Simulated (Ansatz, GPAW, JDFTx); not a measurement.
# Ge: 4 runs at one level of theory

```
Ge
1.0
    -2.57449    2.57449    1.39741
     2.57449   -2.57449    1.39741
     2.57449    2.57449   -1.39741
Ge
2
Direct
  0.50000 0.50000 0.00000
  0.25000 0.75000 0.50000
```

This isn't the form of Ge at room conditions, which is diamond.

Alike in all runs: task single point; functional LDA; k mesh 11 × 11 × 11; occupations gaussian, width 0.1 eV; no spin polarisation; no spin-orbit coupling. LDA stands for any of its common fits. Pressure is positive in compression and, in plane waves, holds the error of the finite cutoff, which Ansatz's Pulay term estimates and takes out.

```tsv
program and potentials	plane-wave cutoff (eV)	notes	pressure (GPa)
Ansatz, Ansatz PAW	420	potentials made for PBE, which Ansatz adapts in part; 14 valence electrons an atom on average; Pulay term of +0.03 GPa included	-2.46
JDFTx, PseudoDojo-SR-LDA-0.4.1-standard with smoothed tails	1061	14 valence electrons an atom on average	?
GPAW, the program's PAW data sets (release 1.2.1) made for this functional	600	4 valence electrons an atom on average	-2.53
Ansatz, all-electron LAPW, scalar-relativistic	-	-	-2.42
```

Q: Estimate from the other rows what the run with JDFTx, PseudoDojo-SR-LDA-0.4.1-standard with smoothed tails gave.

A: Pressure -2.52 GPa. The other rows, which needn't bracket it: pressure -2.53 to -2.42.
